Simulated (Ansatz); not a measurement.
# TiCo$_{2}$ under pressure

All numbers below come from Ansatz 0.2.0, DFT PBEsol, scalar-relativistic, plane waves, PAW. Cutoff 420 eV, 10×10×10 k-points (Γ-centred), Fermi-Dirac smearing of 0.15 eV. No spin polarisation. Phonons by linear response, acoustic sum rule imposed.

Relaxed structure:
```xyz
6
Lattice="0.0000 3.2807 3.2807 3.2807 0.0000 3.2807 3.2807 3.2807 0.0000" Properties=species:S:1:pos:R:3 pbc="T T T"
Ti    3.2807    3.2807    3.2807
Ti    4.9211    4.9211    4.9211
Co    0.8202    0.8202    0.8202
Co    0.8202    2.4605    2.4605
Co    2.4605    2.4605    0.8202
Co    2.4605    0.8202    2.4605
```

In a metal, frequencies and elastic constants depend on the k mesh and the smearing, soft modes and shear constants most. Spin polarisation was left out, and a magnetic state may lie lower.

Question: The cell is relaxed again at 2 and 6 GPa. How do volume, gap and optical modes at Γ (cm⁻¹, counted from the lowest optical one; a degenerate one stands once) change?

Answer:
|  | 0 GPa | 2 GPa | 6 GPa |
| --- | --- | --- | --- |
| V/V0 | 1.000 | 0.991 | 0.975 |
| gap (eV) | 0.00 | 0.00 | 0.00 |
| mode 1 | 38 | 36 | 31 |
| mode 4 | 161 | 164 | 172 |
| mode 7 | 207 | 211 | 218 |
| mode 9 | 239 | 243 | 250 |
| mode 12 | 303 | 308 | 319 |
| mode 15 | 394 | 401 | 415 |